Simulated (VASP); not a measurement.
# MoSe2 (P6_3/mmc) in VASP: a series of runs

Runs on MoSe2. Level: PBEsol. Tasks: relaxation of shape and atoms at fixed volume.

All numbers are computed with VASP 6.6.1; they aren't measurements. Logs are shortened: lines on timing, memory, paths and dates and some standing lists are left out, and cuts for length are marked.

**1. Starting point**

Symmetry: P6_3/mmc, No. 194, hexagonal system. Conventional cell: a = 3.271 Å, b = 3.271 Å, c = 13.140 Å, α = 90.00°, β = 90.00°, γ = 120.00°. Around Mo (site symmetry -6m2) lie 6 Se at 2.52 Å. Se (site symmetry 3m) is surrounded by 3 Mo at 2.52 Å.

**2. Relaxation of shape and atoms at fixed volume, PBEsol (a relaxed cell with its volume scaled by 0.98)**

File INCAR:

```
ALGO     = Normal         # electronic algorithm
EDIFF    = 1E-7           # SCF threshold, eV
EDIFFG   = -0.01          # ionic threshold
ENCUT    = 600            # plane-wave cutoff, eV
GGA      = PS             # functional
IBRION   = 2              # ionic algorithm
ISIF     = 4              # what is computed and relaxed
ISMEAR   = 0              # smearing method
KPAR     = 2            
LASPH    = T              # aspherical terms in the spheres
LCHARG   = F              # write CHGCAR
LREAL    = F              # projectors in reciprocal space
LWAVE    = F              # write WAVECAR
NELM     = 80             # most SCF steps
NSW      = 40             # ionic steps
PREC     = Accurate       # precision mode
SIGMA    = 0.03           # smearing width, eV
```

File KPOINTS:

```
k-points
0
Gamma
  9 9 2
```

File POSCAR:

```
MoSe2                                   
1.0
    3.2489229575      0.0000000000     -0.0000000000
   -1.6244614787      2.8136498160      0.0000000000
    0.0000000000      0.0000000000     13.0517037464
  Mo              Se            
     2     4
Direct
     0.3333333332999970    0.6666666667000030    0.2500000000000000
     0.6666666667000030    0.3333333332999970    0.7500000000000000
     0.3333333332999970    0.6666666667000030    0.6231806214101955
     0.6666666667000030    0.3333333332999970    0.1231806214101955
     0.3333333332999970    0.6666666667000030    0.8768193785898045
     0.6666666667000030    0.3333333332999970    0.3768193785898045
```

Potentials or basis: VASP PAW PBE potentials, release 64 (Mo_sv, Se).

The run is started by

```
$ cat potpaw_PBE.64/Mo_sv/POTCAR potpaw_PBE.64/Se/POTCAR > POTCAR
$ mpirun -np 2 vasp_std > vasp.out
```

OUTCAR:

```text
EDIFF = 1E-7
   EDIFFG = -0.01
   ENCUT = 600
   GGA = PS
   IBRION = 2
   ISIF = 4
   ISMEAR = 0
   LASPH = T
   LREAL = F
   NELM = 80
   NSW = 40
   PREC = Accurate

 ion  position               nearest neighbor table
   1  0.333  0.667  0.250-   4 2.50   6 2.50   4 2.50   6 2.50   4 2.50   6 2.50
   2  0.667  0.333  0.750-   3 2.50   5 2.50   3 2.50   5 2.50   3 2.50   5 2.50
   3  0.333  0.667  0.623-   2 2.50   2 2.50   2 2.50
   4  0.667  0.333  0.123-   1 2.50   1 2.50   1 2.50
   5  0.333  0.667  0.877-   2 2.50   2 2.50   2 2.50
   6  0.667  0.333  0.377-   1 2.50   1 2.50   1 2.50

  LATTYP: Found a hexagonal cell.
 ALAT       =     3.2489229575
 C/A-ratio  =     4.0172401492

  Lattice vectors:

 A1 = (   3.2489229575,   0.0000000000,   0.0000000000)
 A2 = (  -1.6244614787,   2.8136498160,   0.0000000000)
 A3 = (   0.0000000000,   0.0000000000,  13.0517037464)

Analysis of symmetry for initial positions (statically):
=====================================================================
 Subroutine PRICEL returns:
 Original cell was already a primitive cell.

 Routine SETGRP: Setting up the symmetry group for a
 hexagonal supercell.

 Subroutine GETGRP returns: Found 24 space group operations
 (whereof 12 operations were pure point group operations)
 out of a pool of 24 trial point group operations.

The static configuration has the point symmetry D_3d.
 The point group associated with its full space group is D_6h.

Analysis of symmetry for dynamics (positions and initial velocities):
=====================================================================
 Subroutine PRICEL returns:
 Original cell was already a primitive cell.

 Routine SETGRP: Setting up the symmetry group for a
 hexagonal supercell.

 Subroutine GETGRP returns: Found 24 space group operations
 (whereof 12 operations were pure point group operations)
 out of a pool of 24 trial point group operations.

The dynamic configuration has the point symmetry D_3d.
 The point group associated with its full space group is D_6h.

 Subroutine INISYM returns: Found 24 space group operations
 (whereof 12 operations are pure point group operations),
 and found     1 'primitive' translations

----------------------------------------------------------------------------------------

                                     Primitive cell

  volume of cell :     119.3100

  direct lattice vectors                    reciprocal lattice vectors
     3.248922958  0.000000000  0.000000000     0.307794310  0.177705128  0.000000000
    -1.624461479  2.813649816  0.000000000     0.000000000  0.355410256  0.000000000
     0.000000000  0.000000000 13.051703746     0.000000000  0.000000000  0.076618350

  length of vectors
     3.248922958  3.248922957 13.051703746     0.355410255  0.355410256  0.076618350

  position of ions in fractional coordinates (direct lattice)
     0.333333333  0.666666667  0.250000000
     0.666666667  0.333333333  0.750000000
     0.333333333  0.666666667  0.623180621
     0.666666667  0.333333333  0.123180621
     0.333333333  0.666666667  0.876819379
     0.666666667  0.333333333  0.376819379

  ion indices of the primitive-cell ions
   primitive index   ion index
                 1           1
                 2           2
                 3           3
                 4           4
                 5           5
                 6           6

----------------------------------------------------------------------------------------

 KPOINTS: k-points

Automatic generation of k-mesh.
 Grid dimensions read from file:
 generate k-points for:    9    9    2

 Generating k-lattice:

  Cartesian coordinates                     Fractional coordinates (reciprocal lattice)
     0.034199368  0.019745014  0.000000000     0.111111111  0.000000000  0.000000000
     0.000000000  0.039490028  0.000000000     0.000000000  0.111111111  0.000000000
     0.000000000  0.000000000  0.038309175     0.000000000  0.000000000  0.500000000

  Length of vectors
     0.039490028  0.039490028  0.038309175

  Shift w.r.t. Gamma in fractional coordinates (k-lattice)
     0.000000000  0.000000000  0.000000000

 Subroutine IBZKPT returns following result:
 ===========================================

 Found     24 irreducible k-points:

 Following reciprocal coordinates:
            Coordinates               Weight
  0.000000  0.000000  0.000000      1.000000
  0.111111 -0.000000  0.000000      6.000000
  0.222222 -0.000000  0.000000      6.000000
  0.333333 -0.000000  0.000000      6.000000
  0.444444 -0.000000  0.000000      6.000000
  0.111111  0.111111  0.000000      6.000000
[... 16 lines left out ...]
  0.333333  0.222222  0.500000     12.000000
  0.333333  0.333333  0.500000      2.000000
   k-points           NKPTS =     24   k-points in BZ     NKDIM =     24   number of bands    NBANDS=     31
   number of dos      NEDOS =    301   number of ions     NIONS =      6
   total plane-waves  NPLWV =  84672
[... 35 lines left out ...]
     AMIX_MAG =   1.60;   BMIX_MAG =  1.00
  volume/ion in A,a.u.               =      19.88       134.19
  Fermi-wavevector in a.u.,A,eV,Ry     =   1.241225  2.345574 20.961661  1.540639
  Thomas-Fermi vector in A             =   2.375632
   LORBIT       =      0    0 simple, 1 ext, 2 COOP (PROOUT), +10 PAW based schemes
   GGA     = PS    functional components
   LHFCALC =     F    Hartree Fock is set to
   AEXX    =    0.0000 exact exchange contribution
   IVDW    =     0    specifies the selected vdW correction
   LEPSILON=     F    determine dielectric tensor
   LRPA    =     F    only Hartree local field effects (RPA)
 conjugate gradient relaxation of ions
 non-spin polarized calculation
 Gauss-broadening in eV      SIGMA  =   0.03
  energy-cutoff  :      600.00
  volume of cell :      119.31
 maximum number of plane-waves:      4036
 NGX is ok and might be reduce to    28
   NGX = 13   NGY = 13   NGZ = 53

--------------------------------------- Ionic step        1  -------------------------------------------

 number of electron      51.9999998 magnetization

 Free energy of the ion-electron system (eV)
  ---------------------------------------------------
  ext. energy  EPLUGINS =         0.00000000
  ---------------------------------------------------
  free energy    TOTEN  =       -43.24180245 eV

  energy without entropy =      -43.24180245  energy(sigma->0) =      -43.24180245

------------------------ aborting loop because EDIFF is reached ----------------------------------------

  FORCE on cell =-STRESS in cart. coord.  units (eV):
  Direction    XX          YY          ZZ          XY          YZ          ZX
  --------------------------------------------------------------------------------------
  -------------------------------------------------------------------------------------
  Total        1.9688786      1.9688786      2.2872091      0.0000000      0.0000000      0.0000000
  in kB       26.4394764     26.4394764     30.7142411      0.0000000      0.0000000      0.0000000
  external PRESSURE =      27.8643980 kB  Pullay stress =       0.0000000 kB

 VOLUME and BASIS-vectors are now :
 -----------------------------------------------------------------------------
  energy-cutoff  :      600.00
  volume of cell :      119.31
      direct lattice vectors                 reciprocal lattice vectors
     3.248922958  0.000000000  0.000000000     0.307794310  0.177705128  0.000000000
    -1.624461479  2.813649816  0.000000000     0.000000000  0.355410256  0.000000000
     0.000000000  0.000000000 13.051703746     0.000000000  0.000000000  0.076618350
[... 121 lines left out ...]
 POSITION                                       TOTAL-FORCE (eV/Angst)
 -----------------------------------------------------------------------------------
     -0.00000      1.87899      3.25173         0.000000     -0.000000      0.000000
      1.62726      0.93950      9.75520        -0.000000      0.000000      0.000000
     -0.00000      1.87899      8.08453         0.000000     -0.000000     -0.018056
      1.62726      0.93950      1.58107        -0.000000      0.000000     -0.018056
     -0.00000      1.87899     11.42586        -0.000000     -0.000000      0.018056
      1.62726      0.93950      4.92240        -0.000000      0.000000      0.018056
 -----------------------------------------------------------------------------------
    total drift:                               -0.000000      0.000000     -0.000000

  FREE ENERGIE OF THE ION-ELECTRON SYSTEM (eV)
  ---------------------------------------------------
  free  energy   TOTEN  =       -43.2568184161 eV

  energy  without entropy=      -43.2568184161  energy(sigma->0) =      -43.25681842

--------------------------------------- Ionic step        5  -------------------------------------------

 number of electron      52.0000001 magnetization

 Free energy of the ion-electron system (eV)
  ---------------------------------------------------
  ext. energy  EPLUGINS =         0.00000000
  ---------------------------------------------------
  free energy    TOTEN  =       -43.25891650 eV

  energy without entropy =      -43.25891650  energy(sigma->0) =      -43.25891650

 E-fermi :   6.7741     XC(G=0): -10.9175

 val. band max:        6.4540596100   @ k =   0.0000   0.0000   0.0000
 cond. band min:       7.3638317600   @ k =   0.2222   0.1111   0.0000
 fundamental gap:      0.9097721500
 Fermi energy:         6.7740811455

 k-point     1 :       0.0000    0.0000    0.0000
  band No.  band energies     occupation
      1     -54.5870      2.00000
      2     -54.5869      2.00000
      3     -28.8031      2.00000
      4     -28.8030      2.00000
      5     -28.5840      2.00000
      6     -28.5840      2.00000
[... 827 lines left out ...]
 POSITION                                       TOTAL-FORCE (eV/Angst)
 -----------------------------------------------------------------------------------
     -0.00000      1.88514      3.23056         0.000000     -0.000000     -0.000000
      1.63258      0.94257      9.69167        -0.000000      0.000000     -0.000000
     -0.00000      1.88514      8.02460        -0.000000     -0.000000     -0.004379
      1.63258      0.94257      1.56348        -0.000000      0.000000     -0.004379
     -0.00000      1.88514     11.35875        -0.000000      0.000000      0.004379
      1.63258      0.94257      4.89764         0.000000      0.000000      0.004379
 -----------------------------------------------------------------------------------
    total drift:                               -0.000000      0.000000     -0.000000

  FREE ENERGIE OF THE ION-ELECTRON SYSTEM (eV)
  ---------------------------------------------------
  free  energy   TOTEN  =       -43.2589165032 eV

  energy  without entropy=      -43.2589165032  energy(sigma->0) =      -43.25891650

 reached required accuracy - stopping structural energy minimisation
```

It took 1.7 min on 2 MPI ranks of Intel Xeon 6975P-C (Granite Rapids), shared host; peak memory 0.33 GiB.

Results:

```
Free energy                  : -43.2589 eV
Energy gained by relaxing    : 2.9 meV/atom
Ionic steps                  : 5
Pressure after relaxing      : 0.6 GPa
Largest force after relaxing : 0.004 eV/Å
Band gap on the k mesh       : 0.91 eV, indirect (least direct gap 1.50 eV)
```

Forces in eV/Å, atoms in the order of the input:
```
Mo   0.000  0.000  0.000
Mo   0.000  0.000  0.000
Se   0.000  0.000 -0.004
Se   0.000  0.000 -0.004
Se   0.000  0.000  0.004
Se   0.000  0.000  0.004
```

Step by step:
```csv
step,energy change (eV),largest force (eV/Å),pressure (GPa)
1,0.0000,0.3297,2.79
2,-0.0104,0.0198,1.37
3,-0.0104,0.0281,1.41
4,-0.0150,0.0181,1.04
5,-0.0171,0.0044,0.58
```

Final structure:
```xyz
6
Lattice="3.2652 0.0000 0.0000 -1.6326 2.8277 0.0000 0.0000 0.0000 12.9222" Properties=species:S:1:pos:R:3 pbc="T T T"
Mo    0.0000    1.8851    3.2306
Mo    1.6326    0.9426    9.6917
Se    0.0000    1.8851    8.0246
Se    1.6326    0.9426    1.5635
Se    0.0000    1.8851   11.3588
Se    1.6326    0.9426    4.8976
```

Levels at points of the mesh, in eV from the valence-band top:
```csv
k point,band 24,band 25,band 26,band 27,band 28,band 29
"(0.00, 0.00, 0.00)",-1.17,-0.80,0.00,2.58,2.58,2.65
"(0.00, 0.00, 0.50)",-1.47,-0.19,-0.19,2.60,2.60,2.60
```

Caveat: the PAW data sets were made with another functional, which shifts forces and pressure a little; an odd mesh through Γ misses points on the zone boundary, where band edges often lie; this functional lacks dispersion, which binds the layers, so the pressure and a relaxed spacing across them are unreliable.

**3. Relaxation of shape and atoms at fixed volume, PBEsol**

INCAR is that of step 2.

KPOINTS is that of step 2.

POSCAR: that of step 2 with these lines changed.

```diff
@@ -2,5 +2,5 @@
 1.0
-    3.2489229575      0.0000000000     -0.0000000000
-   -1.6244614787      2.8136498160      0.0000000000
-    0.0000000000      0.0000000000     13.0517037464
+    3.2708758055      0.0000000000     -0.0000000000
+   -1.6354379028      2.8326615401      0.0000000000
+    0.0000000000      0.0000000000     13.1398936090
   Mo              Se
```

Potentials or basis: VASP PAW PBE potentials, release 64 (Mo_sv, Se).

The run is started by

```
$ cat potpaw_PBE.64/Mo_sv/POTCAR potpaw_PBE.64/Se/POTCAR > POTCAR
$ mpirun -np 2 vasp_std > vasp.out
```

Wall time 31 s (2 MPI ranks of Intel Xeon 6975P-C (Granite Rapids), shared host); peak memory 0.32 GiB.

Results (log left out):

```
Free energy                  : -43.2635 eV
Pressure after relaxing      : 0.0 GPa
Largest force after relaxing : 0.003 eV/Å
Band gap on the k mesh       : 0.99 eV, indirect (least direct gap 1.49 eV)
```

Forces in eV/Å, atoms in the order of the input:
```
Mo   0.000  0.000  0.000
Mo   0.000  0.000  0.000
Se   0.000  0.000 -0.003
Se   0.000  0.000 -0.003
Se   0.000  0.000  0.003
Se   0.000  0.000  0.003
```

Final structure:
```
Mo Se
1.0
     3.27088    0.00000    0.00000
    -1.63544    2.83266    0.00000
     0.00000    0.00000   13.13989
Mo Se
2 4
Direct
  0.33333 0.66667 0.25000
  0.66667 0.33333 0.75000
  0.33333 0.66667 0.62318
  0.66667 0.33333 0.12318
  0.33333 0.66667 0.87682
  0.66667 0.33333 0.37682
```

Levels at points of the mesh, in eV from the valence-band top:
```
           k point  band 22  band 23  band 24  band 25  band 26  band 27  band 28  band 29  band 30  band 31
(0.00, 0.00, 0.00)    -1.40    -1.40    -1.08    -0.90     0.00     2.64     2.64     2.69     2.70     2.84
(0.00, 0.00, 0.50)    -1.42    -1.42    -1.42    -0.20    -0.20     2.66     2.66     2.66     2.66     2.93
```

Caveat: the relaxation stopped at its first step, so nothing moved; the PAW data sets were made with another functional, which shifts forces and pressure a little; an odd mesh through Γ misses points on the zone boundary, where band edges often lie; this functional lacks dispersion, which binds the layers, so the pressure and a relaxed spacing across them are unreliable.

**4. Relaxation of shape and atoms at fixed volume, PBEsol (a relaxed cell with its volume scaled by 1.02)**

INCAR is that of step 3.

KPOINTS is that of step 3.

POSCAR: that of step 3 with these lines changed.

```diff
@@ -2,5 +2,5 @@
 1.0
-    3.2708758055      0.0000000000     -0.0000000000
-   -1.6354379028      2.8326615401      0.0000000000
-    0.0000000000      0.0000000000     13.1398936090
+    3.2925378660      0.0000000000     -0.0000000000
+   -1.6462689330      2.8514214348      0.0000000000
+    0.0000000000      0.0000000000     13.2269153080
   Mo              Se
```

The run is started by

```
$ cat potpaw_PBE.64/Mo_sv/POTCAR potpaw_PBE.64/Se/POTCAR > POTCAR
$ mpirun -np 2 vasp_std > vasp.out
```

Run time: 88 s. Hardware: 2 MPI ranks of Intel Xeon 6975P-C (Granite Rapids), shared host; peak memory 0.33 GiB.

Results (log left out):

```yaml
Free_energy: -43.2606 eV
Energy_gained_by_relaxing: 2.6 meV/atom
Ionic_steps: 5
Pressure_after_relaxing: -0.4 GPa
Largest_force_after_relaxing: 0.005 eV/Å
Band_gap_on_the_k_mesh: 1.07 eV, indirect (least direct gap 1.49 eV)
```

Forces on the atoms (eV/Å):
```
Mo   0.000  0.000  0.000
Mo   0.000  0.000  0.000
Se   0.000  0.000 -0.005
Se   0.000  0.000 -0.005
Se   0.000  0.000  0.005
Se   0.000  0.000  0.005
```

Step by step:
| step | energy change (eV) | largest force (eV/Å) | pressure (GPa) |
| --- | --- | --- | --- |
| 1 | 0.0000 | 0.2981 | -2.48 |
| 2 | -0.0090 | 0.0307 | -1.32 |
| 3 | -0.0090 | 0.0312 | -1.32 |
| 4 | -0.0130 | 0.0172 | -0.97 |
| 5 | -0.0155 | 0.0053 | -0.40 |

Final structure:
```cif
data_structure
_symmetry_space_group_name_H-M 'P 1'
_symmetry_Int_Tables_number 1
_cell_length_a 3.2762
_cell_length_b 3.2762
_cell_length_c 13.3592
_cell_angle_alpha 90.000
_cell_angle_beta 90.000
_cell_angle_gamma 120.000
_cell_volume 124.18
loop_
_atom_site_label
_atom_site_type_symbol
_atom_site_fract_x
_atom_site_fract_y
_atom_site_fract_z
_atom_site_occupancy
Mo1 Mo 0.33333 0.66667 0.25000 1
Mo2 Mo 0.66667 0.33333 0.75000 1
Se1 Se 0.33333 0.66667 0.62536 1
Se2 Se 0.66667 0.33333 0.12536 1
Se3 Se 0.33333 0.66667 0.87464 1
Se4 Se 0.66667 0.33333 0.37464 1
```

Levels at points of the mesh, in eV from the valence-band top:
| k point | band 24 | band 25 | band 26 | band 27 | band 28 | band 29 |
| --- | --- | --- | --- | --- | --- | --- |
| (0.00, 0.00, 0.00) | -1.00 | -0.98 | 0.00 | 2.69 | 2.69 | 2.73 |
| (0.00, 0.00, 0.50) | -1.38 | -0.21 | -0.21 | 2.70 | 2.70 | 2.70 |

Caveat: the PAW data sets were made with another functional, which shifts forces and pressure a little; an odd mesh through Γ misses points on the zone boundary, where band edges often lie; this functional lacks dispersion, which binds the layers, so the pressure and a relaxed spacing across them are unreliable.

**5. The runs side by side**

| cell | gap on the mesh (eV) | pressure (GPa) |
| --- | --- | --- |
| atoms relaxed at fixed volume from: a relaxed cell with its volume scaled by 0.98 | 0.91 | 0.6 |
| atoms relaxed at fixed volume | 0.99 | 0.0 |
| atoms relaxed at fixed volume from: a relaxed cell with its volume scaled by 1.02 | 1.07 | -0.4 |

Alike in all rows: task relaxation of shape and atoms at fixed volume; level PBEsol; potentials or basis VASP PAW PBE potentials, release 64 (Mo_sv, Se); no spin polarisation; k mesh 9 × 9 × 2; cutoff (eV) 600; smearing gaussian 0.03 eV.

Caveats: the PAW data sets were made with another functional, which shifts forces and pressure a little; an odd mesh through Γ misses points on the zone boundary, where band edges often lie; this functional lacks dispersion, which binds the layers, so the pressure and a relaxed spacing across them are unreliable; the relaxation stopped at its first step, so nothing moved (some runs).

Total energies depend on the potentials used, so only differences within one code and one set of settings carry meaning.
